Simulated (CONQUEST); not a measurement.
GaN:

```xyz
4
Lattice="3.1869 0.0000 0.0000 0.0000 3.1869 0.0000 0.0000 0.0000 4.5070" Properties=species:S:1:pos:R:3 pbc="T T T"
Ga    0.0000    0.0000    0.0000
Ga    1.5935    1.5935    2.2535
N     0.0000    1.5935    3.3803
N     1.5935    0.0000    1.1268
```

The cell is a database's computed one.

- Program: CONQUEST 1.3
- Task: single point
- Functional: PBE
- Potentials or basis: PseudoDojo NC PBE, DZ, grid cutoff 150 Ha
- k mesh: 8 × 8 × 6
- Occupations: fermi-dirac, width 0.05 eV
- Spin: no spin polarisation

On this cell: pressure 9.8 GPa; largest force zero by symmetry; band gap on the k mesh 1.81 eV.

The same run follows on a disturbed copy (atoms moved at random, drawn with an rms of 0.05 Å):

```xyz
4
Lattice="3.1869 0.0000 0.0000 0.0000 3.1869 0.0000 0.0000 0.0000 4.5070" Properties=species:S:1:pos:R:3 pbc="T T T"
Ga    1.5841    1.6064    2.2642
Ga    3.1776    0.0129    0.0107
N     0.0063    1.5844    3.3593
N     1.5998    3.1779    1.1058
```

Task: What does the disturbed cell give?

Result: The energy moves by +6.2 meV/atom; pressure 10.0 GPa; largest force 0.593 eV/Å; band gap on the k mesh 1.72 eV.

Forces on the atoms (eV/Å):
```
Ga   0.260 -0.281 -0.453
Ga   0.260 -0.281 -0.453
N   -0.246  0.254  0.452
N   -0.246  0.254  0.452
```

The forces don't sum to zero, so they hold noise of the program's grid.

Caveats: the atomic basis is small; the box holds several primitive cells, so bands are folded and the points are those of the box's own zone; the basis of atomic orbitals isn't converged, which shifts pressures, moduli and gaps; the real-space grid breaks the cell's symmetry a little (some runs).

